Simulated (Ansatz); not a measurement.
Relaxed-ion elastic tensor of RuO2 (rutile, P4_2/mnm) in GPa (Voigt order), plane-wave PAW PBEsol (Ansatz code); density 7.17 g/cm³, 10.28 Å³ per atom.

```
313  267  220  0.0  0.0  0.0
267  313  220  0.0  0.0  0.0
220  220  570  0.0  0.0  0.0
0.0  0.0  0.0  115  0.0  0.0
0.0  0.0  0.0  0.0  115  0.0
0.0  0.0  0.0  0.0  0.0  235
```

Task: Is the crystal mechanically stable?

Result: Yes: the smallest eigenvalue of C is 46.5 GPa.

Task: Work out the Voigt, Reuss and Hill averages.

Result: K_V = 290, K_R = 278, K_H = 284; G_V = 126, G_R = 69.3, G_H = 97.6 GPa.

Task: Give Young's modulus, Poisson's ratio, Pugh's ratio and the universal anisotropy index.

Result: E = 9KG/(3K + G) = 263 GPa; ν = 0.35; K/G = 2.91 (ductile by the Pugh limit of 1.75); A_U = 5G_V/G_R + K_V/K_R − 6 = 4.11.

Task: Estimate the sound speeds and the Debye temperature.

Result: v_l = √((K + 4G/3)/ρ) = 7600 m/s, v_t = √(G/ρ) = 3690 m/s, mean 4150 m/s; Θ = (h/k)(3n/4πV)^(1/3) v_m = 568 K.

Task: How much does each axis shrink under pressure?

Result: Linear compressibilities β_i = Σ_j S_ij (j = 1 to 3): x 1.5, y 1.5, z 0.60 per TPa.

Symmetry was held in the PBEsol relaxation; of distortions, only those at the zone centre were tested. The run is not spin-polarised. As this level gives no gap, shear constants depend on the k-mesh and smearing (Fermi–Dirac, 0.1 eV here). On the denser mesh and wider smearing of the elastic run this cell carries a stress of 0.3 GPa.

Potentials: the later of the program's two PAW sets.
